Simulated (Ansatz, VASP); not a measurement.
## H10CO5 in VASP and in Ansatz

```
O H C
1.0
     5.25117    0.00000    0.00000
     0.00000    5.25117    0.00000
     0.00000    0.00000    5.25117
O H C
5 10 1
Direct
  0.51101 0.38987 0.05368
  0.95564 0.50927 0.72414
  0.37528 0.63073 0.47952
  0.16682 0.04410 0.90422
  0.64228 0.07824 0.49757
  0.39324 0.25048 0.00425
  0.54547 0.47337 0.89103
  0.10125 0.55267 0.60992
  0.81289 0.47097 0.61022
  0.43266 0.80842 0.48968
  0.41677 0.56290 0.30831
  0.06444 0.17556 0.81598
  0.09352 0.87880 0.85989
  0.93220 0.20609 0.27321
  0.69099 0.98462 0.12124
  0.75231 0.09648 0.29232
```

Alike in both runs: functional PBE; k mesh 1 × 1 × 1; occupations fermi-dirac, width 0.02 eV; no spin polarisation.

Ansatz relaxed the structure, and its values are those at the end. VASP's run is a single point on that final structure, the one shown.

|  | VASP | Ansatz |
| --- | --- | --- |
| version | VASP 6.6.1 | Ansatz 0.2.0 |
| potentials or method | VASP PAW PBE potentials, release 64 (O, H, C) | scalar-relativistic, plane waves, PAW |
| plane-wave cutoff (eV) | 520 | 420 |
| valence electrons in the cell | 44 | 44 |

|  | VASP | Ansatz | Ansatz less VASP |
| --- | --- | --- | --- |
| gap on the k mesh at the Fermi level (eV) | 4.26 | 4.27 | +0.002 |
| rms of the force components (eV/Å) | 0.138 | 0.133 | -0.0057 |

Caveats: the standard files for N, O and F lose accuracy on very short bonds. Expect the measured gap to be larger: semilocal functionals such as PBE lack the derivative discontinuity.
